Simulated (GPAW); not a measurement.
**Magnetic state of Fe3 on Ta4 110 from several starts**

Aim: find out whether Fe3 on Ta4 110 carries moments, and which collinear order costs least.

Program: GPAW 26.7.0. Level of theory: PBE; plane waves with GPAW's PAW setups, scalar-relativistic. Results are calculated unless marked as measured.

**1. Set-up**

The cell holds 7 atoms: 4 Ta and 3 Fe. Cell: a = 2.860 Å, b = 2.860 Å, c = 23.991 Å, α = 90.0°, β = 90.0°, γ = 109.5°. ideal sites on the substrate's mesh, layer spacings from atomic volumes, unrelaxed, 12 A of vacuum. Vacuum lies along c.

Structure file:

```cif
data_structure
_symmetry_space_group_name_H-M 'P 1'
_symmetry_Int_Tables_number 1
_cell_length_a 2.8605
_cell_length_b 2.8605
_cell_length_c 23.9906
_cell_angle_alpha 90.000
_cell_angle_beta 90.000
_cell_angle_gamma 109.471
_cell_volume 185.07
loop_
_atom_site_label
_atom_site_type_symbol
_atom_site_fract_x
_atom_site_fract_y
_atom_site_fract_z
_atom_site_occupancy
Ta1 Ta 0.00000 0.00000 0.25010 1
Ta2 Ta 0.50000 0.50000 0.34736 1
Ta3 Ta 0.00000 0.00000 0.44462 1
Ta4 Ta 0.50000 0.50000 0.54187 1
Fe5 Fe 0.00000 0.00000 0.62238 1
Fe6 Fe 0.50000 0.50000 0.68614 1
Fe7 Fe 0.00000 0.00000 0.74990 1
```

**2. Order 1, typed as ferro +++**

The parallel start comes first: it fits the smallest cell, keeps the most symmetry and shows whether parallel moments form.

order1.py

```python
import json
import numpy as np
from ase import Atoms
from ase.parallel import paropen, parprint
from gpaw import GPAW

atoms = Atoms(['Ta', 'Ta', 'Ta', 'Ta', 'Fe', 'Fe', 'Fe'],
    cell=[[1.6515, -2.335574, 0.0],
         [1.6515, 2.335574, 0.0],
         [0.0, 0.0, 23.990563]],
    scaled_positions=[[0.0, 0.0, 0.250098],
         [0.5, 0.5, 0.347357],
         [0.0, 0.0, 0.444616],
         [0.5, 0.5, 0.541875],
         [0.0, 0.0, 0.622384],
         [0.5, 0.5, 0.686143],
         [0.0, 0.0, 0.749902]],
    pbc=True,
    magmoms=[0.0, 0.0, 0.0, 0.0, 2.6, 2.6, 2.6])
atoms.calc = GPAW(mode={'name': 'pw', 'ecut': 450},
    xc='PBE',
    kpts={'size': (18, 18, 1), 'gamma': True},
    occupations={'name': 'fermi-dirac', 'width': 0.05},
    convergence={'density': 1e-05, 'energy': 1e-05},
    maxiter=200,
    mixer={'name': 'pulay', 'beta': 0.03, 'nmaxold': 8, 'weight': 100},
    symmetry={'tolerance': 1e-4},
    txt='order1.txt')
e = atoms.get_potential_energy(force_consistent=True)
res = {'free_energy': e, 'energy_sigma0': atoms.get_potential_energy(), 'fermi_energy': atoms.calc.get_fermi_level()}
res['moments'] = atoms.get_magnetic_moments().tolist()
res['total'] = atoms.get_magnetic_moment()
parprint('site moments (muB):', np.round(res['moments'], 3))
parprint(f"total moment: {res['total']:.3f} muB")
parprint(f'free energy: {e:.6f} eV')
atoms.calc.write('order1.gpw')
with paropen('results.json', 'w') as f:
    json.dump(res, f)
```

Started as:

```console
> OMP_NUM_THREADS=1 mpirun -n 4 gpaw python order1.py > order1.log
```

Numbers of over 12 decimals in the logs are rounded to 6 here.

The log of the run:

```text
site moments (muB): [-6.000e-03  1.000e-03 -3.100e-02 -1.260e-01  1.978e+00  2.321e+00
  2.804e+00]
total moment: 6.968 muB
free energy: -63.331412 eV

--- order1.txt ---
Input parameters:
  mode=PW(ecut=450),
  convergence={'density': 1e-05, 'energy': 1e-05},
  kpts=MonkhorstPack(size=(18, 18, 1), gamma=True),
  maxiter=200,
  mixer=Pulay(name='pulay', nmaxold=8, beta=0.03, weight=100, sigma=0.015, g_ss=None),
  occupations=Occupations(name='fermi-dirac', width=0.05),
  symmetry=Symmetry(tolerance=0.0001),
  xc=XC(name='PBE')

Diagonalizing LCAO Hamiltonian
Converting LCAO to pw mode

       Fe
           Fe

       Fe

           Ta

       Ta

           Ta

       Ta

Atoms  # Å, Bohr magnetons
|   | symbol |        x |        y |         z |    initial magnetic moments |
|---|--------|----------|----------|-----------|-----------------------------|
| 0 |     Ta | 0.000000 | 0.000000 |  5.999992 | ( 0.0000,  0.0000,  0.0000) |
| 1 |     Ta | 1.651500 | 0.000000 |  8.333290 | ( 0.0000,  0.0000,  0.0000) |
| 2 |     Ta | 0.000000 | 0.000000 | 10.666588 | ( 0.0000,  0.0000,  0.0000) |
| 3 |     Ta | 1.651500 | 0.000000 | 12.999886 | ( 0.0000,  0.0000,  0.0000) |
| 4 |     Fe | 0.000000 | 0.000000 | 14.931343 | ( 0.0000,  0.0000,  2.6000) |
| 5 |     Fe | 1.651500 | 0.000000 | 16.460957 | ( 0.0000,  0.0000,  2.6000) |
| 6 |     Fe | 0.000000 | 0.000000 | 17.990571 | ( 0.0000,  0.0000,  2.6000) |

Unit cell  # Å
| periodic |        x |         y |         z |   lengths |     angles |
|----------|----------|-----------|-----------|-----------|------------|
|      yes | 1.651500 | -2.335574 |  0.000000 |  2.860482 |  90.000000 |
|      yes | 1.651500 |  2.335574 |  0.000000 |  2.860482 |  90.000000 |
|      yes | 0.000000 |  0.000000 | 23.990563 | 23.990563 | 109.471228 |

Number of symmetries: 4

BZ-sampling:
  Number of BZ points: 324
  Number of IBZ points: 91

  Monkhorst-Pack size: [18, 18, 1]
  Monkhorst-Pack shift: [0.027778, 0.027778, 0.0]

K-points  # in reciprocal-cell coordinates
|     |                                coordinates |     weight |
|-----|--------------------------------------------|------------|
|   0 | ( -0.00000000,  -0.00000000,   0.00000000) | 0.00308642 |
|   1 | (  0.05555556,  -0.05555556,   0.00000000) | 0.00617284 |
|   2 | (  0.05555556,  -0.00000000,   0.00000000) | 0.01234568 |
|   3 | (  0.05555556,   0.05555556,   0.00000000) | 0.00617284 |
|   4 | (  0.11111111,  -0.11111111,   0.00000000) | 0.00617284 |
|   5 | (  0.11111111,  -0.05555556,   0.00000000) | 0.01234568 |
|   6 | (  0.11111111,  -0.00000000,   0.00000000) | 0.01234568 |
|   7 | (  0.11111111,   0.05555556,   0.00000000) | 0.01234568 |
|   8 | (  0.11111111,   0.11111111,   0.00000000) | 0.00617284 |
|   9 | (  0.16666667,  -0.16666667,   0.00000000) | 0.00617284 |
| ... |                                            |            |
|  90 | (  0.50000000,   0.50000000,   0.00000000) | 0.00308642 |

Plane wave coefficients: 4062
Cutoff: 450.000000 eV

Spin-components: 2 (collinear spins)
Bands:           55
Projectors:      42
Spin-degeneracy: 1
Datatype:        complex128

Parallelization:
  kpt:    4
  domain: 1
  band:   1

Density:
  Valence electrons: 76.0
  Components: 2
  Grid points: [ 14  14 120]
  Charge: 0.0  # |e|

Potential:
  Grid points: [ 14  14 120]

species:
  Ta:
    name:    Tantalum
    Z:       73.0
    valence: 13
    core:    60
    charge:  0.0  # [|e|]
    compensation charges:
      type: gauss
      rc: 0.42  # [Å]
      lmax: 2
    cutoffs:
      filter: 2.36  # [Å]
      core: 3.45  # [Å]
    projectors
    | kind |    occ | energy [eV] | rcut [Å] |
    |------|--------|-------------|----------|
    |   5s |  2.000 |     -72.790 |    1.365 |
    |   6s |  2.000 |      -5.429 |    1.365 |
    |   5p |  6.000 |     -39.427 |    1.349 |
    |   6p |  0.000 |      -1.396 |    1.349 |
    |   5d |  3.000 |      -3.603 |    1.307 |
    |    d |        |      23.609 |    1.307 |

    Using partial waves for Ta as LCAO basis

  Fe:
    name:    Iron
    Z:       26.0
    valence: 8
    core:    18
    charge:  0.0  # [|e|]
    compensation charges:
      type: gauss
      rc: 0.33  # [Å]
      lmax: 2
    cutoffs:
      filter: 2.06  # [Å]
      core: 2.67  # [Å]
    projectors
    | kind |    occ | energy [eV] | rcut [Å] |
    |------|--------|-------------|----------|
    |   4s |  2.000 |      -5.291 |    1.164 |
    |   4p |  0.000 |      -1.326 |    1.058 |
    |   3d |  6.000 |      -7.505 |    1.058 |
    |    s |        |      21.920 |    1.164 |
    |    p |        |      25.885 |    1.058 |
    |    d |        |      19.706 |    1.058 |

    Using partial waves for Fe as LCAO basis

Reference energy: -1800548.129403  # eV

eigensolver:
  PPCG
  Converge bands: occupied
  niter=2

density mixing:
  Pulay-Mixer
  Linear mixing parameters: 0.03
  Old densities: 8
  Fourier metric: weight=100, sigma=0.015

occupation numbers:
  Fermi-Dirac:
    width: 0.0500  # eV

poisson solver:
  ecut: 3600.000000  # eV

xc functional:
  name: PBE with 2 nearest neighbor stencil

convergence criteria:
- Maximum integral of absolute [dens]ity change: 1e-05 electrons / valence electron
- Maximum [total energy] change in last 3 cyles: 1e-05 eV / valence electron
- Maximum integral of absolute [eigenst]ate change: 4e-08 eV^2 / valence electron
maximum number of iterations: 200

SCF iterations
|iter     |      energy | eigst |  dens |  magmom |
|---------|-------------|-------|-------|---------|
|iter:   1|       0s |  -66.620957 | +0.22 |       |  +7.8138|
|iter:   2|      10s |  -73.346172 | -0.81 | -0.90 |  +7.7721|
|iter:   3|      19s |  -64.626063 | -1.39 | -0.75 |  +7.7598|
|iter:   4|      29s |  -64.181263 | -2.36 | -1.06 |  +7.7426|
|iter:   5|      39s |  -63.671048 | -1.76 | -1.10 |  +7.6849|
|iter:   6|      49s |  -63.636432 | -2.51 | -1.17 |  +7.6774|
|iter:   7|      58s |  -63.166997 | -1.37 | -1.18 |  +7.5342|
|iter:   8|      68s |  -63.148875 | -2.32 | -1.36 |  +7.5030|
|iter:   9|      77s |  -63.139348 | -3.09 | -1.40 |  +7.4835|
|iter:  10|      87s |  -63.194642 | -1.99 | -1.41 |  +7.3367|
[... 36 iterations left out ...]
|iter:  47|     404s |  -63.298637c| -8.11c| -4.25 |  +6.9683|
|iter:  48|     410s |  -63.298638c| -7.49c| -4.31 |  +6.9682|
|iter:  49|     415s |  -63.298638c| -7.86c| -4.47 |  +6.9682|
|iter:  50|     419s |  -63.298638c| -8.01c| -4.51 |  +6.9682|
|iter:  51|     424s |  -63.298638c| -8.42c| -4.57 |  +6.9682|
|iter:  52|     428s |  -63.298637c| -8.28c| -4.60 |  +6.9683|
|iter:  53|     433s |  -63.298637c| -8.26c| -4.68 |  +6.9683|
|iter:  54|     437s |  -63.298636c| -8.40c| -4.81 |  +6.9684|
|iter:  55|     442s |  -63.298636c| -8.66c| -4.97 |  +6.9684|
|iter:  56|     446s |  -63.298636c| -8.72c| -5.07c|  +6.9684|

Converged in 56 steps
Energy contributions relative to reference atoms: (reference = -1800548.129403)

Energy contributions:
  Kinetic:          56.166057
  Coulomb:         -53.630613
  Zero:             -0.605688
  External:          0.000000
  Xc:              -65.195615
  Entropy:          -0.065553
  Spinorbit:         0.000000
  ----------------------------
  Free energy:     -63.331412
  Extrapolated:    -63.298636

dipole moment: (-39.818877, -0.000000, 0.114727)  # |e|*Ang

Total magnetic moment: (0.000000, 0.000000, 6.968407)

Local magnetic moments
|        x |        y |         z |
|----------|----------|-----------|
| 0.000000 | 0.000000 | -0.005862 |  # Ta   0
| 0.000000 | 0.000000 |  0.001457 |  # Ta   1
| 0.000000 | 0.000000 | -0.031404 |  # Ta   2
| 0.000000 | 0.000000 | -0.126339 |  # Ta   3
| 0.000000 | 0.000000 |  1.977792 |  # Fe   4
| 0.000000 | 0.000000 |  2.321445 |  # Fe   5
| 0.000000 | 0.000000 |  2.803659 |  # Fe   6

Fermi level: 4.845
Eigenvalues  # (at kpt = [-0.000, -0.000, 0.000])
| band index |      eig [eV] | occ [0-1] |      eig [eV] | occ [0-1] |
|------------|---------------|-----------|---------------|-----------|
|          0 |       -62.535 |     1.000 |       -62.538 |     1.000 |
|        ... |               |           |               |           |
|         28 |         2.890 |     1.000 |         4.230 |     1.000 |
|         29 |         2.930 |     1.000 |         4.452 |     1.000 |
|         30 |         3.030 |     1.000 |         4.528 |     0.998 |
|         31 |         3.084 |     1.000 |         4.739 |     0.894 |
|         32 |         3.231 |     1.000 |         4.860 |     0.427 |
|         33 |         3.389 |     1.000 |         4.947 |     0.115 |
|         34 |         3.469 |     1.000 |         5.239 |     0.000 |
|         35 |         3.864 |     1.000 |         5.288 |     0.000 |
|         36 |         3.949 |     1.000 |         5.381 |     0.000 |
|         37 |         4.192 |     1.000 |         5.435 |     0.000 |
|         38 |         4.454 |     1.000 |         5.721 |     0.000 |
|         39 |         4.610 |     0.991 |         5.818 |     0.000 |
|         40 |         4.865 |     0.402 |         5.840 |     0.000 |
|         41 |         5.107 |     0.005 |         6.002 |     0.000 |
|         42 |         5.175 |     0.001 |         6.019 |     0.000 |
|         43 |         5.286 |     0.000 |         6.081 |     0.000 |
|        ... |               |           |               |           |
|         54 |         8.822 |     0.000 |         8.774 |     0.000 |

No gap
No difference between direct/indirect transitions
```

It took 7.8 min on 4 MPI ranks of AMD EPYC 7B13 (Zen 3), shared host; peak memory 1.6 GiB; 31 min of CPU time.

Spin moment in the augmentation sphere by atom:

```
atom  spin moment in the augmentation sphere (μB)
 Ta1                                        -0.01
 Ta2                                         0.00
 Ta3                                        -0.03
 Ta4                                        -0.13
 Fe5                                         1.98
 Fe6                                         2.32
 Fe7                                         2.80
```

Read from the output:

* magnetization: 6.968 μB
* final state: ferromagnetic

After 56 cycles the largest moment stands at 2.80 μB.

[end of part 1 of 2]

[Logs and program files are shortened in this print: banners, set-up blocks, solver, clock and traceback lines can be left out without a mark of their own.]

[Logs are printed without paths, hosts, clocks, repeated set-up lines and the standing remarks that a program may print on its own settings, such as how far it seeks lower states.]

[Hosts, paths, dates, database ids (printed as entryN), source tags and the programs' standing remarks are cut or masked in the printed files.]

[Where a cell is said to come from a database of computed structures, the database is the Materials Project.]
